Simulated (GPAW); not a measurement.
# Cr (P6_3/mmc) in GPAW: phonons with PBE+D3(op)

Aim: the phonons of Cr with PBE+D3(op).

Everything below comes from runs of GPAW 26.7.0. Logs are shortened: lines on timing, memory, paths and dates and some standing lists are left out, and cuts for length are marked. The log counts tension as positive stress, the text compression.

## 1. Starting point

The structure is hexagonal, space group P6_3/mmc (No. 194). Conventional cell: a = 2.714 Å, b = 2.714 Å, c = 4.410 Å, α = 90.00°, β = 90.00°, γ = 120.00°. Cr (site symmetry -6m2) is surrounded by 12 Cr at 2.71 Å.

This isn't the form of Cr at room conditions, which is bcc.

## 2. Phonons, PBE+D3(op), collinear spin, ferromagnetic start

run.py reads:

```python
import json
import numpy as np
from ase import Atoms
from ase.calculators.mixing import SumCalculator
from ase.constraints import FixSymmetry
from ase.filters import FrechetCellFilter
from ase.io import write
from ase.optimize import BFGS
from ase.spacegroup import crystal
from dftd3.ase import DFTD3
from phonopy import Phonopy
from phonopy.structure.atoms import PhonopyAtoms
from gpaw import GPAW, PW

# Cr 2c
atoms = crystal(['Cr'],
                basis=[[0.6666666667, 0.3333333333, 0.75]],
                spacegroup=194, setting=1,  # P6_3/mmc
                cellpar=[2.714, 2.714, 4.41, 90.0, 90.0, 120.0],
                primitive_cell=True)
atoms.set_initial_magnetic_moments([3.0, 3.0])

calc = GPAW(mode=PW(600),
            xc='PBE',
            kpts={'size': (11, 11, 6), 'gamma': True},
            occupations={'name': 'fermi-dirac', 'width': 0.05},
            setups={'Cr': '14'},
            nbands=-11,
            convergence={'density': 1e-06, 'eigenstates': 1e-09},
            maxiter=150,
            txt='gpaw.txt')
atoms.calc = SumCalculator([calc, DFTD3(method='pbe', damping='d3op')])
atoms.set_constraint(FixSymmetry(atoms))
BFGS(FrechetCellFilter(atoms), trajectory='relax.traj', logfile='-').run(fmax=0.005, steps=40)
atoms.set_constraint()
energy = atoms.get_potential_energy()
forces = atoms.get_forces()
stress = atoms.get_stress()
calc.write('gs.gpw')
write('result.traj', atoms)
print('Cell:', atoms.cell.cellpar().round(4))
print(atoms.get_scaled_positions().round(5))

def force_constants(scale):
    unit = PhonopyAtoms(symbols=atoms.get_chemical_symbols(), cell=atoms.cell[:] * scale**(1 / 3),
                        scaled_positions=atoms.get_scaled_positions(),
                        magnetic_moments=atoms.get_initial_magnetic_moments())
    ph = Phonopy(unit, supercell_matrix=np.diag([1, 1, 1]), primitive_matrix=np.eye(3), symprec=1e-4)
    ph.generate_displacements(distance=0.02)
    forces = []
    for i, sc in enumerate(ph.supercells_with_displacements):
        a = Atoms(sc.symbols, cell=sc.cell, scaled_positions=sc.scaled_positions, pbc=True,
                  magmoms=sc.magnetic_moments)
        c = GPAW(mode=PW(510),
                 xc='PBE',
                 kpts={'size': (11, 11, 6), 'gamma': True},
                 occupations={'name': 'fermi-dirac', 'width': 0.05},
                 setups={'Cr': '14'},
                 nbands=-11,
                 convergence={'density': 1e-06, 'eigenstates': 1e-09},
                 maxiter=150,
                 txt=f'disp-{scale:.3f}-{i:02d}.txt')
        a.calc = SumCalculator([c, DFTD3(method='pbe', damping='d3op')])
        f = a.get_forces()
        forces.append(f - f.mean(axis=0))
        print(f'displacement {i}: drift', f.mean(axis=0).round(5), flush=True)
    ph.forces = forces
    ph.produce_force_constants()
    ph.symmetrize_force_constants()
    return ph

qpoints = [[0.0, 0.0, 0.0]]
results = {}
for scale in [1.0]:
    ph = force_constants(scale)
    ph.run_qpoints(qpoints)
    nu = ph.qpoints.frequencies * 33.35641  # THz to cm^-1
    results[f'{scale:.3f}'] = nu.tolist()
    for qp, f in zip(qpoints, nu):
        print(scale, np.round(qp, 4), f.round(2))
json.dump(results, open('phonons.json', 'w'))
```

Potentials or basis: GPAW PAW data sets (gpaw-data 1.2.1), other valence, pw.

Run with:

```
> OMP_NUM_THREADS=1 python run.py
```

gpaw.txt:

```text
__  _  _
 | _ |_)|_||  |
 |__||  | ||/\| - 26.7.0

Input parameters:
  mode=PW(ecut=600.0),
  convergence={'density': 1e-06, 'eigenstates': 1e-09},
  kpts=MonkhorstPack(size=(11, 11, 6), gamma=True),
  maxiter=150,
  nbands=-11,
  occupations=Occupations(name='fermi-dirac', width=0.05),
  setups={'Cr': '14'},
  xc=XC(name='PBE')

Diagonalizing LCAO Hamiltonian
Converting LCAO to pw mode

          Cr

        Cr

Atoms  # Å, Bohr magnetons
|   | symbol |        x |        y |        z |    initial magnetic moments |
|---|--------|----------|----------|----------|-----------------------------|
| 0 |     Cr | 1.357000 | 0.783464 | 3.307500 | ( 0.0000,  0.0000,  3.0000) |
| 1 |     Cr | 0.000000 | 1.566929 | 1.102500 | ( 0.0000,  0.0000,  3.0000) |
[... 199 lines left out ...]
|         19 |        11.111 |     0.000 |        11.949 |     0.000 |
|         20 |        17.000 |     0.000 |        17.539 |     0.000 |
|        ... |               |           |               |           |
|         27 |        32.441 |     0.000 |        32.841 |     0.000 |

No gap
No difference between direct/indirect transitions

Stress tensor  # eV/Ang^3
|         x |         y |        z |
|-----------|-----------|----------|
|  0.170793 | -0.000000 | 0.000000 |
| -0.000000 |  0.170793 | 0.000000 |
|  0.000000 |  0.000000 | 0.142349 |

Forces  # eV/Ang
|        x |        y |        z |
|----------|----------|----------|
|  0.00000 |  0.00000 | -0.00004 |  # Cr   0
| -0.00000 | -0.00000 |  0.00004 |  # Cr   1

Interpolating wave functions to new cell
[... 206 lines left out ...]
|         20 |        18.338 |     0.000 |        18.673 |     0.000 |
|         21 |        28.745 |     0.000 |        28.821 |     0.000 |
|        ... |               |           |               |           |
|         27 |        34.162 |     0.000 |        34.426 |     0.000 |

No gap
No difference between direct/indirect transitions

Stress tensor  # eV/Ang^3
|         x |         y |        z |
|-----------|-----------|----------|
|  0.144019 | -0.000000 | 0.000000 |
| -0.000000 |  0.144019 | 0.000000 |
|  0.000000 |  0.000000 | 0.091923 |

Forces  # eV/Ang
|        x |       y |        z |
|----------|---------|----------|
| -0.00000 | 0.00000 | -0.00002 |  # Cr   0
|  0.00000 | 0.00000 |  0.00002 |  # Cr   1

Interpolating wave functions to new cell

          Cr

        Cr

Atoms  # Å, Bohr magnetons
|   | symbol |        x |        y |        z |    initial magnetic moments |
|---|--------|----------|----------|----------|-----------------------------|
| 0 |     Cr | 1.229544 | 0.709878 | 3.078688 | ( 0.0000,  0.0000,  0.4677) |
| 1 |     Cr | 0.000000 | 1.419756 | 1.026229 | ( 0.0000,  0.0000,  0.4677) |

Unit cell  # Å
| periodic |         x |        y |         z |  lengths |     angles |
|----------|-----------|----------|-----------|----------|------------|
|      yes |  2.459089 | 0.000000 | -0.000000 | 2.459089 |  90.000000 |
|      yes | -1.229544 | 2.129633 |  0.000000 | 2.459089 |  90.000000 |
|      yes | -0.000000 | 0.000000 |  4.104917 | 4.104917 | 120.000000 |

Number of symmetries: 12
Symmetry operations  # r_c * U_cc + t_c -> r_c
|    | kind |            matrix            |
|----|------|------------------------------|
|  0 |  σ   |  1, 1, 0,  0,-1, 0,  0, 0, 1 |
|  1 |  S6  |  1, 1, 0, -1, 0, 0,  0, 0,-1 |
|  2 |  E   |  1, 0, 0,  0, 1, 0,  0, 0, 1 |
|  3 |  C2  |  1, 0, 0, -1,-1, 0,  0, 0,-1 |
|  4 |  C2  |  0, 1, 0,  1, 0, 0,  0, 0,-1 |
|  5 |  C3  |  0, 1, 0, -1,-1, 0,  0, 0, 1 |
|  6 |  S6  |  0,-1, 0,  1, 1, 0,  0, 0,-1 |
|  7 |  σ   |  0,-1, 0, -1, 0, 0,  0, 0, 1 |
|  8 |  σ   | -1, 0, 0,  1, 1, 0,  0, 0, 1 |
|  9 |  i   | -1, 0, 0,  0,-1, 0,  0, 0,-1 |
| 10 |  C3  | -1,-1, 0,  1, 0, 0,  0, 0, 1 |
| 11 |  C2  | -1,-1, 0,  0, 1, 0,  0, 0,-1 |
[... 108 lines left out ...]
SCF iterations
|iter     | |      energy | eigst |  dens |  magmom |
|---------|-|-------------|-------|-------|---------|
|iter:   1| |  -21.430171 | +0.36 |       |  +1.1010|
|iter:   2| |  -20.329775 | -2.05 | -0.82 |  +1.0716|
|iter:   3| |  -17.577597 | -0.89 | -0.88 |  +0.8683|
|iter:   4| |  -17.682966 | -2.92 | -1.63 |  +0.7706|
|iter:   5| |  -17.763197 | -2.85 | -1.79 |  +0.5336|
|iter:   6| |  -17.766881 | -4.13 | -2.21 |  +0.3864|
|iter:   7| |  -17.769777c| -4.44 | -2.35 |  +0.1407|
|iter:   8| |  -17.771049c| -4.91 | -2.64 |  +0.0201|
|iter:   9| |  -17.771099c| -5.16 | -2.96 |  +0.0030|
|iter:  10| |  -17.771101c| -7.31 | -3.99 |  +0.0001|
|iter:  11| |  -17.771101c| -7.64 | -4.35 |  +0.0004|
|iter:  12| |  -17.771101c| -9.08c| -4.98 |  +0.0002|
|iter:  13| |  -17.771101c| -9.58c| -5.43 |  +0.0001|
|iter:  14| |  -17.771101c| -9.96c| -5.88 |  +0.0000|
|iter:  15| |  -17.771101c| -9.87c| -6.18c|  +0.0000|

Converged in 15 steps
Energy contributions relative to reference atoms: (reference = -57172.315129)

Energy contributions:
  Kinetic:          21.743285
  Coulomb:         -28.771277
  Zero:              0.555172
  External:          0.000000
  Xc:              -11.283457
  Entropy:          -0.029647
  Spinorbit:         0.000000
  ----------------------------
  Free energy:     -17.785925
  Extrapolated:    -17.771101
[... 39 lines left out ...]
Stress tensor  # eV/Ang^3
|         x |         y |         z |
|-----------|-----------|-----------|
| -0.149276 |  0.000000 |  0.000000 |
|  0.000000 | -0.149276 |  0.000000 |
|  0.000000 |  0.000000 | -0.248583 |

Forces  # eV/Ang
|       x |        y |        z |
|---------|----------|----------|
| 0.00000 | -0.00000 | -0.00000 |  # Cr   0
| 0.00000 |  0.00000 |  0.00000 |  # Cr   1

Interpolating wave functions to new cell

          Cr

        Cr

Atoms  # Å, Bohr magnetons
|   | symbol |        x |        y |        z |    initial magnetic moments |
|---|--------|----------|----------|----------|-----------------------------|
| 0 |     Cr | 1.266661 | 0.731307 | 3.161803 | ( 0.0000,  0.0000,  0.0000) |
| 1 |     Cr | 0.000000 | 1.462614 | 1.053934 | ( 0.0000,  0.0000,  0.0000) |
[... 219 lines left out ...]
Atoms  # Å, Bohr magnetons
|   | symbol |        x |        y |        z |    initial magnetic moments |
|---|--------|----------|----------|----------|-----------------------------|
| 0 |     Cr | 1.258824 | 0.726782 | 3.169422 | ( 0.0000,  0.0000,  0.0000) |
| 1 |     Cr | 0.000000 | 1.453565 | 1.056474 | ( 0.0000,  0.0000,  0.0000) |

Unit cell  # Å
| periodic |         x |         y |        z |  lengths |     angles |
|----------|-----------|-----------|----------|----------|------------|
|      yes |  2.517648 |  0.000000 | 0.000000 | 2.517648 |  90.000000 |
|      yes | -1.258824 |  2.180347 | 0.000000 | 2.517648 |  90.000000 |
|      yes | -0.000000 | -0.000000 | 4.225896 | 4.225896 | 120.000000 |

Number of symmetries: 12
Symmetry operations  # r_c * U_cc + t_c -> r_c
|    | kind |            matrix            |
|----|------|------------------------------|
|  0 |  σ   |  1, 1, 0,  0,-1, 0,  0, 0, 1 |
|  1 |  S6  |  1, 1, 0, -1, 0, 0,  0, 0,-1 |
|  2 |  E   |  1, 0, 0,  0, 1, 0,  0, 0, 1 |
|  3 |  C2  |  1, 0, 0, -1,-1, 0,  0, 0,-1 |
|  4 |  C2  |  0, 1, 0,  1, 0, 0,  0, 0,-1 |
|  5 |  C3  |  0, 1, 0, -1,-1, 0,  0, 0, 1 |
|  6 |  S6  |  0,-1, 0,  1, 1, 0,  0, 0,-1 |
|  7 |  σ   |  0,-1, 0, -1, 0, 0,  0, 0, 1 |
|  8 |  σ   | -1, 0, 0,  1, 1, 0,  0, 0, 1 |
|  9 |  i   | -1, 0, 0,  0,-1, 0,  0, 0,-1 |
| 10 |  C3  | -1,-1, 0,  1, 0, 0,  0, 0, 1 |
| 11 |  C2  | -1,-1, 0,  0, 1, 0,  0, 0,-1 |
[... 146 lines left out ...]
Fermi level: 12.455
Eigenvalues  # (at kpt = [0.000, 0.000, 0.000])
| band index |      eig [eV] | occ [0-1] |      eig [eV] | occ [0-1] |
|------------|---------------|-----------|---------------|-----------|
|          0 |       -59.125 |     1.000 |       -59.125 |     1.000 |
|        ... |               |           |               |           |
|          5 |       -29.927 |     1.000 |       -29.927 |     1.000 |
|          6 |       -29.876 |     1.000 |       -29.876 |     1.000 |
|          7 |       -29.876 |     1.000 |       -29.876 |     1.000 |
|          8 |         4.747 |     1.000 |         4.747 |     1.000 |
|          9 |         8.357 |     1.000 |         8.357 |     1.000 |
|         10 |        11.730 |     1.000 |        11.730 |     1.000 |
|         11 |        12.052 |     1.000 |        12.052 |     1.000 
[... cut ...]
0.05
  Maximum mixing coefficient: 0.75
  Old densities: 10
  SVD Regularization: 0.005
  Good broyden scale: 1.0
  Trust region scale: 1.0
  Backstep threshold: 4.0
  History deletion threshold: 6.0
  Fourier metric: weight=20.0, sigma=0.015

occupation numbers:
  Fermi-Dirac:
    width: 0.0500  # eV
[... 13 lines left out ...]
SCF iterations
|iter     | |      energy | eigst |  dens |  magmom |
|---------|-|-------------|-------|-------|---------|
|iter:   1| |  -18.019289 | -1.48 |       |  +0.0000|
|iter:   2| |  -18.013986 | -4.10 | -2.03 |  +0.0000|
|iter:   3| |  -18.002311 | -3.36 | -2.11 |  +0.0000|
|iter:   4| |  -18.002864c| -5.40 | -3.04 |  +0.0000|
|iter:   5| |  -18.003252c| -5.19 | -3.19 |  +0.0000|
|iter:   6| |  -18.003254c| -7.55 | -4.05 |  +0.0000|
|iter:   7| |  -18.003253c| -7.80 | -4.32 |  +0.0000|
|iter:   8| |  -18.003253c| -9.99c| -5.46 |  +0.0000|
|iter:   9| |  -18.003253c| -9.78c| -6.04c|  +0.0000|

Converged in 9 steps
Energy contributions relative to reference atoms: (reference = -57172.315129)

Energy contributions:
  Kinetic:          13.840036
  Coulomb:         -22.968313
  Zero:              0.574624
  External:          0.000000
  Xc:               -9.438661
  Entropy:          -0.021880
  Spinorbit:         0.000000
  ----------------------------
  Free energy:     -18.014193
  Extrapolated:    -18.003253
[... 195 lines left out ...]
SCF iterations
|iter     | |      energy | eigst |  dens |  magmom |
|---------|-|-------------|-------|-------|---------|
|iter:   1| |  -18.051446 | -0.76 |       |  +0.0000|
|iter:   2| |  -18.043863 | -3.46 | -1.92 |  +0.0000|
|iter:   3| |  -18.023704 | -3.17 | -1.98 |  +0.0000|
|iter:   4| |  -18.023793 | -4.70 | -2.65 |  +0.0000|
|iter:   5| |  -18.024014c| -5.18 | -2.98 |  +0.0000|
|iter:   6| |  -18.024045c| -6.16 | -3.57 |  +0.0000|
|iter:   7| |  -18.024046c| -7.87 | -4.26 |  +0.0000|
|iter:   8| |  -18.024045c| -8.36 | -4.61 |  +0.0000|
|iter:   9| |  -18.024045c|-10.08c| -5.91 |  +0.0000|
|iter:  10| |  -18.024045c|-10.76c| -6.35c|  +0.0000|

Converged in 10 steps
Energy contributions relative to reference atoms: (reference = -57172.315129)

Energy contributions:
  Kinetic:          12.082186
  Coulomb:         -21.631935
  Zero:              0.576394
  External:          0.000000
  Xc:               -9.040159
  Entropy:          -0.021063
  Spinorbit:         0.000000
  ----------------------------
  Free energy:     -18.034577
  Extrapolated:    -18.024045
[... 39 lines left out ...]
Stress tensor  # eV/Ang^3
|         x |         y |         z |
|-----------|-----------|-----------|
| -0.038867 |  0.000000 | -0.000000 |
|  0.000000 | -0.038867 |  0.000000 |
| -0.000000 |  0.000000 | -0.033293 |

Forces  # eV/Ang
|       x |        y |        z |
|---------|----------|----------|
| 0.00000 |  0.00000 | -0.00004 |  # Cr   0
| 0.00000 | -0.00000 |  0.00004 |  # Cr   1

Interpolating wave functions to new cell

          Cr

        Cr

Atoms  # Å, Bohr magnetons
|   | symbol |        x |        y |        z |    initial magnetic moments |
|---|--------|----------|----------|----------|-----------------------------|
| 0 |     Cr | 1.232298 | 0.711467 | 3.316731 | ( 0.0000,  0.0000,  0.0000) |
| 1 |     Cr | 0.000000 | 1.422935 | 1.105577 | ( 0.0000,  0.0000,  0.0000) |
[... 204 lines left out ...]
Forces  # eV/Ang
|        x |        y |        z |
|----------|----------|----------|
| -0.00000 |  0.00000 | -0.00004 |  # Cr   0
|  0.00000 | -0.00000 |  0.00004 |  # Cr   1

# Writing to gs.gpw (mode='')
```

Run time: 13 min. Hardware: 1 thread of AMD EPYC 7B13 (Zen 3), shared host; peak memory 0.51 GiB.

What came out:

```
Free energy                            : -18.7499 eV
Relaxed volume                         : 11.63 Å³/atom
Relaxed cell                           : a = 2.465 Å, b = 2.465 Å, c = 4.422 Å, α = 90.00°, β = 90.00°, γ = 120.00°
Space group after relaxing (to 0.05 Å) : P6_3/mmc (No. 194)
Pressure after relaxing                : 0.0 GPa
Band gap on the k mesh                 : none (metal or under the smearing width)
Net moment                             : 0.00 μB per cell
Highest phonon frequency at Γ          : 377 cm⁻¹
Most unstable mode                     : 93i cm⁻¹
Dispersion energy per atom             : -0.357 eV
```

Final structure:
```xyz
2
Lattice="2.4646 0.0000 0.0000 -1.2323 2.1344 0.0000 0.0000 0.0000 4.4223" Properties=species:S:1:pos:R:3 pbc="T T T"
Cr    1.2323    0.7115    3.3167
Cr    0.0000    1.4229    1.1056
```

Phonon frequencies in cm⁻¹ (negative: imaginary):
```csv
q point,frequencies
"(0.000, 0.000, 0.000)",-93 -93 0 0 0 377
```

Caveat: the cutoff is short for stress and forces, so pressures can be off by a GPa or more; some modes are imaginary; the starting moments collapsed, and a magnetic state may lie lower; the volume moved by over 15 % at a fixed basis, so the end points are rough; pairwise dispersion overbinds metals, which lowers pressure and volume.
